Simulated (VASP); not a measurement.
# RbBr (Fm-3m) in VASP: notebook, part 2 of 2

VASP 6.6.1. The steps go on from the part before.

### Step 3. Relaxation of cell and atoms, PBEsol

File INCAR:

```
SYSTEM = RbBr
PREC = Accurate
ENCUT = 600
EDIFF = 1E-7
ISMEAR = 0
SIGMA = 0.03
LREAL = .FALSE.
LASPH = .TRUE.
NELM = 80
ALGO = Normal
ISIF = 3
LWAVE = .FALSE.
LCHARG = .FALSE.
GGA = PS
IBRION = 2
NSW = 90
EDIFFG = -0.005
```

File KPOINTS:

```
Automatic mesh
0
G
  8 8 8
  0 0 0
```

File POSCAR:

```
RbBr                                    
1.0
    0.0000000000      3.4270000000      3.4270000000
    3.4270000000      0.0000000000      3.4270000000
    3.4270000000      3.4270000000      0.0000000000
  Rb              Br            
     1     1
Direct
     0.0000000000000000    0.0000000000000000    0.0000000000000000
     0.5000000000000000    0.5000000000000000    0.5000000000000000
```

Potentials or basis: VASP PAW PBE potentials, release 64 (Rb_sv, Br).

On the command line:

```bash
$ cat potpaw_PBE.64/Rb_sv/POTCAR potpaw_PBE.64/Br/POTCAR > POTCAR
$ mpirun -np 1 vasp_std > vasp.out
```

OUTCAR:

```text
SYSTEM = RbBr
   PREC = Accurate
   ENCUT = 600
   EDIFF = 1E-7
   ISMEAR = 0
   LREAL = .FALSE.
   LASPH = .TRUE.
   NELM = 80
   ISIF = 3
   GGA = PS
   IBRION = 2
   NSW = 90
   EDIFFG = -0.005

 ion  position               nearest neighbor table
   1  0.000  0.000  0.000-   2 3.43   2 3.43   2 3.43   2 3.43   2 3.43   2 3.43
   2  0.500  0.500  0.500-   1 3.43   1 3.43   1 3.43   1 3.43   1 3.43   1 3.43

  LATTYP: Found a face centered cubic cell.
 ALAT       =     6.8540000000

  Lattice vectors:

 A1 = (   0.0000000000,   3.4270000000,   3.4270000000)
 A2 = (   3.4270000000,   0.0000000000,   3.4270000000)
 A3 = (   3.4270000000,   3.4270000000,   0.0000000000)

Analysis of symmetry for initial positions (statically):
=====================================================================
 Subroutine PRICEL returns:
 Original cell was already a primitive cell.

 Routine SETGRP: Setting up the symmetry group for a
 face centered cubic supercell.

 Subroutine GETGRP returns: Found 48 space group operations
 (whereof 48 operations were pure point group operations)
 out of a pool of 48 trial point group operations.

The static configuration has the point symmetry O_h .

Analysis of symmetry for dynamics (positions and initial velocities):
=====================================================================
 Subroutine PRICEL returns:
 Original cell was already a primitive cell.

 Routine SETGRP: Setting up the symmetry group for a
 face centered cubic supercell.

 Subroutine GETGRP returns: Found 48 space group operations
 (whereof 48 operations were pure point group operations)
 out of a pool of 48 trial point group operations.

The dynamic configuration has the point symmetry O_h .

 Subroutine INISYM returns: Found 48 space group operations
 (whereof 48 operations are pure point group operations),
 and found     1 'primitive' translations

----------------------------------------------------------------------------------------

                                     Primitive cell

  volume of cell :      80.4956

  direct lattice vectors                    reciprocal lattice vectors
     0.000000000  3.427000000  3.427000000    -0.145900204  0.145900204  0.145900204
     3.427000000  0.000000000  3.427000000     0.145900204 -0.145900204  0.145900204
     3.427000000  3.427000000  0.000000000     0.145900204  0.145900204 -0.145900204

  length of vectors
     4.846509878  4.846509878  4.846509878     0.252706567  0.252706567  0.252706567

  position of ions in fractional coordinates (direct lattice)
     0.000000000  0.000000000  0.000000000
     0.500000000  0.500000000  0.500000000

  ion indices of the primitive-cell ions
   primitive index   ion index
                 1           1
                 2           2

----------------------------------------------------------------------------------------

[... 113 lines left out ...]
  ---------------------------------------------------
  ext. energy  EPLUGINS =         0.00000000
  ---------------------------------------------------
  free energy    TOTEN  =        -6.35542742 eV

  energy without entropy =       -6.35542742  energy(sigma->0) =       -6.35542742

------------------------ aborting loop because EDIFF is reached ----------------------------------------

  FORCE on cell =-STRESS in cart. coord.  units (eV):
  Direction    XX          YY          ZZ          XY          YZ          ZX
  --------------------------------------------------------------------------------------
  -------------------------------------------------------------------------------------
  Total       -0.0113902     -0.0113902     -0.0113902     -0.0000000      0.0000000     -0.0000000
  in kB       -0.2267089     -0.2267089     -0.2267089     -0.0000000      0.0000000     -0.0000000
  external PRESSURE =      -0.2267089 kB  Pullay stress =       0.0000000 kB

 VOLUME and BASIS-vectors are now :
 -----------------------------------------------------------------------------
  energy-cutoff  :      600.00
  volume of cell :       80.50
      direct lattice vectors                 reciprocal lattice vectors
     0.000000000  3.427000000  3.427000000    -0.145900204  0.145900204  0.145900204
     3.427000000  0.000000000  3.427000000     0.145900204 -0.145900204  0.145900204
     3.427000000  3.427000000  0.000000000     0.145900204  0.145900204 -0.145900204

 POSITION                                       TOTAL-FORCE (eV/Angst)
 -----------------------------------------------------------------------------------
      0.00000      0.00000      0.00000         0.000000     -0.000000      0.000000
      3.42700      3.42700      3.42700        -0.000000      0.000000     -0.000000
 -----------------------------------------------------------------------------------
    total drift:                                0.000000     -0.000000     -0.000000

  FREE ENERGIE OF THE ION-ELECTRON SYSTEM (eV)
  ---------------------------------------------------
  free  energy   TOTEN  =        -6.3554274151 eV

  energy  without entropy=       -6.3554274151  energy(sigma->0) =       -6.35542742

--------------------------------------- Ionic step        2  -------------------------------------------

 number of electron      16.0000001 magnetization

 Free energy of the ion-electron system (eV)
  ---------------------------------------------------
  ext. energy  EPLUGINS =         0.00000000
  ---------------------------------------------------
  free energy    TOTEN  =        -6.35543378 eV

  energy without entropy =       -6.35543378  energy(sigma->0) =       -6.35543378

 E-fermi :  -1.6327     XC(G=0):  -7.4087

 val. band max:       -1.8422419210   @ k =   0.0000   0.0000   0.0000
 cond. band min:       2.3713540664   @ k =   0.0000   0.0000   0.0000
 fundamental gap:      4.2135959874
 Fermi energy:        -1.6326773396

 k-point     1 :       0.0000    0.0000    0.0000
  band No.  band energies     occupation
      1     -26.1955      2.00000
      2     -14.0367      2.00000
      3     -10.2831      2.00000
      4     -10.2831      2.00000
      5     -10.2831      2.00000
      6      -1.8422      2.00000
      7      -1.8422      2.00000
      8      -1.8422      2.00000
      9       2.3714      0.00000
     10       5.3582      0.00000
     11       5.3582      0.00000
     12       5.3582      0.00000
[... 331 lines left out ...]
 k-point    24 :      -0.3750    0.2500    0.1250
  band No.  band energies     occupation
      1     -26.1843      2.00000
      2     -14.0448      2.00000
      3     -10.3541      2.00000
      4     -10.3395      2.00000
      5     -10.2645      2.00000
      6      -2.6305      2.00000
      7      -2.2041      2.00000
      8      -2.1823      2.00000
      9       5.0038      0.00000
     10       5.4664      0.00000
     11       6.9401      0.00000
     12       7.0737      0.00000

 [... further k-points ...]

------------------------ aborting loop because EDIFF is reached ----------------------------------------

  FORCE on cell =-STRESS in cart. coord.  units (eV):
  Direction    XX          YY          ZZ          XY          YZ          ZX
  --------------------------------------------------------------------------------------
  -------------------------------------------------------------------------------------
  Total       -0.0049560     -0.0049560     -0.0049560      0.0000000     -0.0000000     -0.0000000
  in kB       -0.0987242     -0.0987242     -0.0987242      0.0000000     -0.0000000     -0.0000000
  external PRESSURE =      -0.0987242 kB  Pullay stress =       0.0000000 kB

 VOLUME and BASIS-vectors are now :
 -----------------------------------------------------------------------------
  energy-cutoff  :      600.00
  volume of cell :       80.43
      direct lattice vectors                 reciprocal lattice vectors
     0.000000000  3.426058445  3.426058445    -0.145940301  0.145940301  0.145940301
     3.426058445  0.000000000  3.426058445     0.145940301 -0.145940301  0.145940301
     3.426058445  3.426058445 -0.000000000     0.145940301  0.145940301 -0.145940301

 POSITION                                       TOTAL-FORCE (eV/Angst)
 -----------------------------------------------------------------------------------
      0.00000      3.42606      3.42606         0.000000     -0.000000     -0.000000
      3.42606      3.42606      3.42606         0.000000      0.000000      0.000000
 -----------------------------------------------------------------------------------
    total drift:                               -0.000000     -0.000000      0.000000

  FREE ENERGIE OF THE ION-ELECTRON SYSTEM (eV)
  ---------------------------------------------------
  free  energy   TOTEN  =        -6.3554337796 eV

  energy  without entropy=       -6.3554337796  energy(sigma->0) =       -6.35543378

 reached required accuracy - stopping structural energy minimisation
```

OSZICAR:

```text
N       E                     dE             d eps       ncg     rms          rms(c)
DAV:   1     0.988432553557E+02    0.98843E+02   -0.71921E+03   696   0.126E+03
DAV:   2     0.105583195470E+01   -0.97787E+02   -0.90677E+02   952   0.199E+02
DAV:   3    -0.635175914522E+01   -0.74076E+01   -0.73611E+01   856   0.606E+01
DAV:   4    -0.655888837381E+01   -0.20713E+00   -0.20699E+00  1092   0.965E+00
[... 13 lines left out ...]
DAV:   3    -0.635543256502E+01    0.12733E-04   -0.41743E-05  1016   0.407E-02    0.549E-03
DAV:   4    -0.635543314431E+01   -0.57929E-06   -0.15427E-06  1044   0.683E-03    0.281E-03
DAV:   5    -0.635543358476E+01   -0.44045E-06   -0.19387E-07   820   0.327E-03    0.123E-03
DAV:   6    -0.635543376290E+01   -0.17814E-06   -0.37826E-08   512   0.180E-03    0.287E-04
DAV:   7    -0.635543377963E+01   -0.16733E-07   -0.89474E-09   456   0.550E-04
   2 F= -.63554338E+01 E0= -.63554338E+01  d E =-.636455E-05
```

CONTCAR:

```text
RbBr
   1.00000000000000
     0.0000000000000000    3.4260584453583518    3.4260584453583518
     3.4260584453583518    0.0000000000000000    3.4260584453583518
     3.4260584453583518    3.4260584453583518   -0.0000000000000000
  Rb              Br
     1     1
Direct
     1.0000000000000000    0.0000000000000000    0.0000000000000000
     0.5000000000000000    0.5000000000000000    0.5000000000000000

  0.00000000E+00  0.00000000E+00  0.00000000E+00
  0.00000000E+00  0.00000000E+00  0.00000000E+00
```

Wall time 77 s (1 thread of AMD EPYC 7R43 (Zen 3), shared host); peak memory 0.22 GiB.

What came out:

* Free energy: -6.3554 eV
* Relaxed volume: 40.21 Å³/atom
* Relaxed cell: a = 4.845 Å, b = 4.845 Å, c = 4.845 Å, α = 60.00°, β = 60.00°, γ = 60.00°
* Space group after relaxing (to 0.05 Å): Fm-3m (No. 225)
* Energy gained by relaxing: 0.0 meV/atom
* Ionic steps: 2
* Pressure after relaxing: 0.0 GPa
* Band gap on the k mesh: 4.21 eV, direct

Final structure:
```
Rb Br
1.0
     0.00000    3.42606    3.42606
     3.42606    0.00000    3.42606
     3.42606    3.42606    0.00000
Rb Br
1 1
Cartesian
  0.0000 3.4261 3.4261
  3.4261 3.4261 3.4261
```

Caveat: the PAW data sets were made with another functional, which shifts forces and pressure a little.
